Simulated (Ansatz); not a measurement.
# SiC (P6_3mc) in Ansatz: a series of runs

Runs on SiC. Level: PBE. Tasks: single point, equation of state.

All numbers are computed with Ansatz 0.2.0; they aren't measurements. Logs are shortened: lines on timing, memory, paths and dates and some standing lists are left out, and cuts for length are marked.

### Step 1. The structure

The structure is hexagonal, space group P6_3mc (No. 186). Conventional cell: a = 3.076 Å, b = 3.076 Å, c = 10.071 Å, α = 90.00°, β = 90.00°, γ = 120.00°. Around Si (site symmetry 3m) lie 4 C at 1.88 to 1.89 Å. Around Si (site symmetry 3m) lie 4 C at 1.88 to 1.89 Å. C (site symmetry 3m) is surrounded by 4 Si at 1.88 to 1.89 Å. C (site symmetry 3m) has 4 Si at 1.88 to 1.89 Å as nearest neighbours.

The cell is a database's computed one.

### Step 2. Single point, PBE, 9.69 Å³/atom (volume scaled by 0.94)

Input file input.yaml:

```yaml
crystal:
  lattice:
    - [3.0129072637, 0.0, 0.0]
    - [-1.5064536318, 2.6092542296, 0.0]
    - [0.0, 0.0, 9.8650653976]
  atoms:
    - { symbol: Si, position: [0.0, 0.0, 0.18789438] }
    - { symbol: Si, position: [0.0, 0.0, 0.68789438] }
    - { symbol: Si, position: [0.3333333333, 0.6666666667, 0.43784198] }
    - { symbol: Si, position: [0.6666666667, 0.3333333333, 0.93784198] }
    - { symbol: C, position: [0.0, 0.0, 0.00046005] }
    - { symbol: C, position: [0.0, 0.0, 0.50046005] }
    - { symbol: C, position: [0.3333333333, 0.6666666667, 0.24980259] }
    - { symbol: C, position: [0.6666666667, 0.3333333333, 0.74980259] }
hamiltonian:
  xc: pbe
  pseudopotentials: { kind: nc, accuracy: stringent }
kpoints:
  mp_grid: { grid: [10, 10, 3] }
scf:
  occupations: { method: fermi_dirac, width: 0.05 }
output:
  forces: true
  stress: true
  eigenvalues: true
  write_density: true
  write_potential: true
  elf: true
  volumetric_format: npy
```

Potentials or basis: PseudoDojo stringent (PBE files).

Launch:

```
ansatz run input.yaml --threads 2 --pin off --max-ram 5120MiB --backend cpu --events-out ev --progress --plain --runs-dir out
```

What it wrote:

```text
Warning: The stringent table, which hamiltonian.pseudopotentials names, holds the potential of the library's standard table for Si, C (one content_sha256, or a second file that the publisher made of the same generator input, which states another). The run takes no other species from the library, so that hamiltonian.pseudopotentials.accuracy: standard would change no potential of it. The deck needs no change, but a comparison with a run at hamiltonian.pseudopotentials.accuracy: standard does not test the potential of Si, C. With hamiltonian.pseudopotentials.accuracy and source left out a run reads another potential of Si, C, from this project's own files. To test it, run on another potential, such as that of hamiltonian.pseudopotentials: {kind: paw}
Warning: RAYON_NUM_THREADS=2 ignored (pool sized by the plan → 2); use --threads N
Engine: ansatz 0.2.0, x86_64-unknown-linux-gnu
Pseudopotentials: kind: nc
Pseudopotential: Si, nc, valence charge 4, recommended cutoff 489.804952 eV (normal), Si.nc.azcp (PseudoDojo's, or run here from an input of PseudoDojo's; its table is named by hamiltonian.pseudopotentials.accuracy)
Pseudopotential: C, nc, valence charge 4, recommended cutoff 1115.666836 eV (normal), C.nc.azcp (PseudoDojo's, or run here from an input of PseudoDojo's; its table is named by hamiltonian.pseudopotentials.accuracy)
Functional definition: PBE
  parameter kappa = 0.804
  parameter beta = 0.06672455060314922
  exchange = pbe_x(kappa = kappa, mu = beta*pi^2/3)
  correlation = pbe_c(beta = beta)
Crystal: 8 atoms, lattice volume = 77.554 Å³
Basis set: ecut = 1115.666836 eV, 6551 PW (Γ), exchange–correlation on 72×72×216 points (8 copies of the dense FFT grid, shifted against one another)
Bands: 24, of which v1, the nominal top of the filled ones, is band 16 counted from 1 (15 counted from 0)
Symmetry: 12 space group operations
Space group: P63mc (ITA 186), of the structure as read, at distance tolerance 4.3e-5 Å
k-points: 28 of 300 (time reversal used)
Non-local potential: Si, projectors of the file, l = 0: 2, l = 1: 2, l = 2: 2
Non-local potential: C, projectors of the file, l = 0: 2, l = 1: 2
Initial density: superposition of atomic densities (chi_scale 0.1, normalization cell, long waves kept (reshape's long-wave potential 0.00 eV rms))
Initial wavefunctions: pseudopotential atomic-orbital guess
Functional: x = pbe(κ = 0.804, μ = 0.2195149727645171), c = pbe(β = 0.06672455060314922)
SCF iter   1: F=—  HF=-1124.349704 eV  |F-HF|=—  |Δ(HF+E_count)|=         —  Δρ=1.55e-1  dr2=2.15e1  ethr=3.10e-3  ⟨swp⟩=7.1  Hψ=3892  notcnv=0  defer=4
preconditioner: auto → none  [insulator: Δε(μ)=4.156 eV  Ē_g=13.374 eV  σ=0.050 eV  W_gap=1.00  n_scr=6 (ndim 8)  ℏωp=23.9 eV  f_vac=0.000  D(μ)=0.00/eV (n_scr^D=0)  ε∞_Penn≈4.2]
SCF iter   2: F=—  HF=-1117.699451 eV  |F-HF|=—  |Δ(HF+E_count)|=    6.65e0  Δρ=4.73e-2  dr2=9.82e-1  ethr=3.10e-3  ⟨swp⟩=5.0  Hψ=2206  notcnv=0  defer=74
SCF iter   3: F=—  HF=-1117.488772 eV  |F-HF|=—  |Δ(HF+E_count)|=   2.11e-1  Δρ=1.96e-2  dr2=1.47e-1  ethr=3.07e-3  ⟨swp⟩=3.4  Hψ=1389  notcnv=0  defer=73
SCF iter   4: F=—  HF=-1117.482875 eV  |F-HF|=—  |Δ(HF+E_count)|=   5.90e-3  Δρ=1.40e-3  dr2=1.20e-3  ethr=4.58e-4  ⟨swp⟩=2.0  Hψ=746  notcnv=0  defer=75
SCF iter   5: F=—  HF=-1117.483336 eV  |F-HF|=—  |Δ(HF+E_count)|=   4.61e-4  Δρ=3.71e-4  dr2=1.70e-4  ethr=3.74e-6  ⟨swp⟩=2.1  Hψ=1035  notcnv=0  defer=75
SCF iter   6: F=—  HF=-1117.483298 eV  |F-HF|=—  |Δ(HF+E_count)|=   3.81e-5  Δρ=1.80e-4  dr2=9.75e-6  ethr=5.32e-7  ⟨swp⟩=2.0  Hψ=889  notcnv=0  defer=75
SCF iter   7: F=—  HF=-1117.483308 eV  |F-HF|=—  |Δ(HF+E_count)|=   9.90e-6  Δρ=5.32e-5  dr2=3.65e-6  ethr=3.05e-8  ⟨swp⟩=2.0  Hψ=1082  notcnv=0  defer=75
SCF iter   8: F=—  HF=-1117.483307 eV  |F-HF|=—  |Δ(HF+E_count)|=   9.61e-7  Δρ=2.24e-5  dr2=3.48e-7  ethr=1.14e-8  ⟨swp⟩=2.1  Hψ=911  notcnv=0  defer=75
SCF iter   9: F=-1117.483307 eV  HF=-1117.483307 eV  |F-HF|=8.76e-9  |Δ(HF+E_count)|=   1.11e-7  Δρ=5.75e-6  dr2=1.69e-8  ethr=3.13e-10  ⟨swp⟩=18.3  Hψ=5900  notcnv=0
SCF 1 converged in 9 iterations: F = -1117.483307 eV  dr2 = 1.69e-8
SCF converged after 9 iterations
Free energy (F): -1117.483307 eV
Harris-Foulkes:  -1117.483307 eV  (|F-HF|=8.76e-9)
Internal energy: -1117.483307 eV  (E = F + TS)
E sigma→0 (E₀):  -1117.483307 eV
Fermi energy:    11.535293 eV
--- Per-component energies (eV) ---
  E_band       = 136.382988
  E_kinetic    = 658.469161
  E_local      = -348.501812  (includes V_loc(G=0)·N_el)
  E_nonlocal   = 27.290564
  E_hartree    = 125.322353
  E_xc         = -416.795433
  E_vxc        = -451.517370  (∫ρ·V_xc dr)
  E_ewald      = -1163.268139
  E_smearing   = -0.000000  (= −TS)
  E_closure    = -0.000000  (closes the sum)
  Σ components = -1117.483307   (vs F -1117.483307, Δ=0.00e0)
--- Forces (eV/Å), atoms counted from 1 ---
  atom   1  Si     0.00000000     0.00000000     0.01043118
  atom   2  Si    -0.00000000    -0.00000000     0.01043118
  atom   3  Si    -0.00000000     0.00000000    -0.02805125
  atom   4  Si     0.00000000    -0.00000000    -0.02805125
  atom   5  C     -0.00000000     0.00000000    -0.00165848
  atom   6  C      0.00000000     0.00000000    -0.00165848
  atom   7  C     -0.00000000    -0.00000000     0.01926369
  atom   8  C      0.00000000     0.00000000     0.01926369
  max |Σ_I F_I| component: 2.97e-5 eV/Å
--- Stress (GPa, compression-positive) ---
       19.917388       0.000000      -0.000000
        0.000000      19.917388       0.000000
       -0.000000       0.000000      19.536797
  P = ⅓ Tr σ = 19.7905 GPa (197.905 kbar)
--- Band table (eV; the first three rows and the last of 28) ---
  k-point 0: bands = ["-5.6079", "-4.3696", "-4.3279", "-1.7953", "1.4107", "5.8921", "5.9367", "9.1940", "9.1940", "9.6632", "9.6632", "9.8141", "9.8141", "10.3500", "10.4042", "10.4042", "16.0646", "16.6389", "17.3045", "17.4233", "17.7258", "17.7258", "17.8013", "17.8013"]
  k-point 1: bands = ["-5.4652", "-5.0409", "-3.4263", "-2.3968", "2.2404", "3.9385", "7.9169", "9.2607", "9.2607", "9.4480", "9.4480", "9.6118", "10.0586", "10.0586", "10.3063", "10.3063", "16.1600", "16.4174", "17.5859", "17.7900", "17.7987", "17.7987", "17.8517", "17.8517"]
  k-point 2: bands = ["-5.4254", "-4.1929", "-4.1504", "-1.6419", "1.5819", "5.9516", "6.0009", "8.2301", "8.8540", "8.8914", "9.0452", "9.4602", "9.5610", "9.7776", "10.2330", "10.3322", "16.2473", "16.8713", "16.9118", "17.5124", "17.7392", "17.9778", "18.0351", "18.3047"]
  k-point 27: bands = ["-1.2492", "-1.0075", "-0.4627", "-0.3638", "2.6544", "2.9358", "2.9546", "3.5131", "4.3612", "4.5862", "5.3860", "5.7068", "6.6895", "7.6594", "7.9092", "8.2838", "13.8393", "13.9958", "16.3497", "17.1109", "17.2338", "18.2314", "19.4436", "19.7026"]
```

It took 8.3 s on 2 threads of Intel Xeon Platinum 8559C (Emerald Rapids), shared host; peak memory 0.62 GiB.

Results:

```
Free energy            : -1117.4833 eV
Pressure               : 19.8 GPa
Largest force          : 0.028 eV/Å
Band gap on the k mesh : 2.24 eV, indirect (least direct gap 3.38 eV)
```

Caveat: odd divisions of the mesh miss points on the zone boundary, where band edges often lie, so the gap on the mesh can be too wide.

### Step 3. Single point, PBE, 9.90 Å³/atom (volume scaled by 0.96)

input.yaml, as its differences from that of step 2:

```diff
@@ -2,5 +2,5 @@
   lattice:
-    - [3.0129072637, 0.0, 0.0]
-    - [-1.5064536318, 2.6092542296, 0.0]
-    - [0.0, 0.0, 9.8650653976]
+    - [3.0341256196, 0.0, 0.0]
+    - [-1.5170628097, 2.6276298648, 0.0]
+    - [0.0, 0.0, 9.9345399781]
   atoms:
@@ -25,5 +25 @@
   eigenvalues: true
-  write_density: true
-  write_potential: true
-  elf: true
-  volumetric_format: npy
```

Potentials or basis: PseudoDojo stringent (PBE files).

Launch:

```
ansatz run input.yaml --threads 2 --pin off --max-ram 5120MiB --backend cpu --events-out ev --progress --plain --runs-dir out
```

Run time: 7.4 s. Hardware: 2 threads of Intel Xeon Platinum 8559C (Emerald Rapids), shared host; peak memory 0.61 GiB.

Results (log left out):

- Free energy: -1117.6568 eV
- Pressure: 14.0 GPa
- Largest force: 0.020 eV/Å
- Band gap on the k mesh: 2.24 eV, indirect (least direct gap 3.37 eV)

Caveat: odd divisions of the mesh miss points on the zone boundary, where band edges often lie, so the gap on the mesh can be too wide.

### Step 4. Single point, PBE, 10.11 Å³/atom (volume scaled by 0.98)

input.yaml, as its differences from that of step 3:

```diff
@@ -2,5 +2,5 @@
   lattice:
-    - [3.0341256196, 0.0, 0.0]
-    - [-1.5170628097, 2.6276298648, 0.0]
-    - [0.0, 0.0, 9.9345399781]
+    - [3.0550512851, 0.0, 0.0]
+    - [-1.5275256425, 2.6457520228, 0.0]
+    - [0.0, 0.0, 10.0030562121]
   atoms:
```

Launch:

```
ansatz run input.yaml --threads 2 --pin off --max-ram 5120MiB --backend cpu --events-out ev --progress --plain --runs-dir out
```

It took 6.9 s on 2 threads of Intel Xeon Platinum 8559C (Emerald Rapids), shared host; peak memory 0.59 GiB.

It converged, with:

| Item | Value |
| --- | --- |
| Free energy | -1117.7734 eV |
| Pressure | 8.7 GPa |
| Largest force | 0.013 eV/Å |
| Band gap on the k mesh | 2.24 eV, indirect (least direct gap 3.37 eV) |

Caveat: odd divisions of the mesh miss points on the zone boundary, where band edges often lie, so the gap on the mesh can be too wide.

### Step 5. Single point, PBE, 10.31 Å³/atom

input.yaml, as its differences from that of step 4:

```diff
@@ -2,5 +2,5 @@
   lattice:
-    - [3.0550512851, 0.0, 0.0]
-    - [-1.5275256425, 2.6457520228, 0.0]
-    - [0.0, 0.0, 10.0030562121]
+    - [3.0756941497, 0.0, 0.0]
+    - [-1.5378470748, 2.6636292679, 0.0]
+    - [0.0, 0.0, 10.07064648]
   atoms:
```

Launch:

```
ansatz run input.yaml --threads 2 --pin off --max-ram 5120MiB --backend cpu --events-out ev --progress --plain --runs-dir out
```

It took 9.7 s on 2 threads of Intel Xeon Platinum 8559C (Emerald Rapids), shared host; peak memory 0.61 GiB.

The run converged. Its results:

| Item | Value |
| --- | --- |
| Free energy | -1117.8384 eV |
| Pressure | 4.0 GPa |
| Largest force | 0.008 eV/Å |
| Band gap on the k mesh | 2.23 eV, indirect (least direct gap 3.36 eV) |

Caveat: odd divisions of the mesh miss points on the zone boundary, where band edges often lie, so the gap on the mesh can be too wide.

### Step 6. Single point, PBE, 10.52 Å³/atom (volume scaled by 1.02)

input.yaml, as its differences from that of step 5:

```diff
@@ -2,5 +2,5 @@
   lattice:
-    - [3.0756941497, 0.0, 0.0]
-    - [-1.5378470748, 2.6636292679, 0.0]
-    - [0.0, 0.0, 10.07064648]
+    - [3.0960635787, 0.0, 0.0]
+    - [-1.5480317893, 2.6812697109, 0.0]
+    - [0.0, 0.0, 10.1373414467]
   atoms:
@@ -25 +25,5 @@
   eigenvalues: true
+  write_density: true
+  write_potential: true
+  elf: true
+  volumetric_format: npy
```

Potentials or basis: PseudoDojo stringent (PBE files).

Launch:

```
ansatz run input.yaml --threads 2 --pin off --max-ram 5120MiB --backend cpu --events-out ev --progress --plain --runs-dir out
```

It took 11 s on 2 threads of Intel Xeon Platinum 8559C (Emerald Rapids), shared host; peak memory 0.63 GiB.

The run converged. Its results:

* Free energy: -1117.8564 eV
* Pressure: -0.4 GPa
* Largest force: 0.004 eV/Å
* Band gap on the k mesh: 2.23 eV, indirect (least direct gap 3.35 eV)

Caveat: odd divisions of the mesh miss points on the zone boundary, where band edges often lie, so the gap on the mesh can be too wide.

### Step 7. Single point, PBE, 10.73 Å³/atom (volume scaled by 1.04)

input.yaml, as its differences from that of step 6:

```diff
@@ -2,5 +2,5 @@
   lattice:
-    - [3.0960635787, 0.0, 0.0]
-    - [-1.5480317893, 2.6812697109, 0.0]
-    - [0.0, 0.0, 10.1373414467]
+    - [3.116168451, 0.0, 0.0]
+    - [-1.5580842255, 2.6986810411, 0.0]
+    - [0.0, 0.0, 10.2031701838]
   atoms:
@@ -25,5 +25 @@
   eigenvalues: true
-  write_density: true
-  write_potential: true
-  elf: true
-  volumetric_format: npy
```

Launch:

```
ansatz run input.yaml --threads 2 --pin off --max-ram 5120MiB --backend cpu --events-out ev --progress --plain --runs-dir out
```

Run time: 8.1 s. Hardware: 2 threads of Intel Xeon Platinum 8559C (Emerald Rapids), shared host; peak memory 0.62 GiB.

The run converged. Its results:

```yaml
Free_energy: -1117.8319 eV
Pressure: -4.3 GPa
Largest_force: 0.006 eV/Å
Band_gap_on_the_k_mesh: 2.22 eV, indirect (least direct gap 3.33 eV)
```

Caveat: odd divisions of the mesh miss points on the zone boundary, where band edges often lie, so the gap on the mesh can be too wide.

### Step 8. Single point, PBE, 10.93 Å³/atom (volume scaled by 1.06)

input.yaml, as its differences from that of step 7:

```diff
@@ -2,5 +2,5 @@
   lattice:
-    - [3.116168451, 0.0, 0.0]
-    - [-1.5580842255, 2.6986810411, 0.0]
-    - [0.0, 0.0, 10.2031701838]
+    - [3.1360171929, 0.0, 0.0]
+    - [-1.5680085964, 2.7158705557, 0.0]
+    - [0.0, 0.0, 10.2681602811]
   atoms:
```

Launch:

```
ansatz run input.yaml --threads 2 --pin off --max-ram 5120MiB --backend cpu --events-out ev --progress --plain --runs-dir out
```

Run time: 8.7 s. Hardware: 2 threads of Intel Xeon Platinum 8559C (Emerald Rapids), shared host; peak memory 0.62 GiB.

Results (log left out):

```yaml
Free_energy: -1117.7687 eV
Pressure: -7.9 GPa
Largest_force: 0.012 eV/Å
Band_gap_on_the_k_mesh: 2.22 eV, indirect (least direct gap 3.32 eV)
```

Caveat: odd divisions of the mesh miss points on the zone boundary, where band edges often lie, so the gap on the mesh can be too wide.

### Step 9. Equation of state, PBE

Potentials or basis: PseudoDojo stringent.

This step only gathers the single runs of the series.

Results:

| Quantity | Value |
| --- | --- |
| Equilibrium volume | 10.50 Å³/atom |
| Bulk modulus at fixed shape and positions | 212 GPa |
| Pressure derivative of the bulk modulus | 3.9 |

Energy against volume, from the lowest point:
```tsv
volume (Å³/atom)	energy (meV/atom)
9.694	46.64
9.900	24.95
10.107	10.38
10.313	2.26
10.519	0.00
10.726	3.07
10.932	10.96
```

Caveat: the cell was scaled at fixed shape and fractional positions, which overstates the stiffness of a crystal with free parameters, most of all of layers and chains.
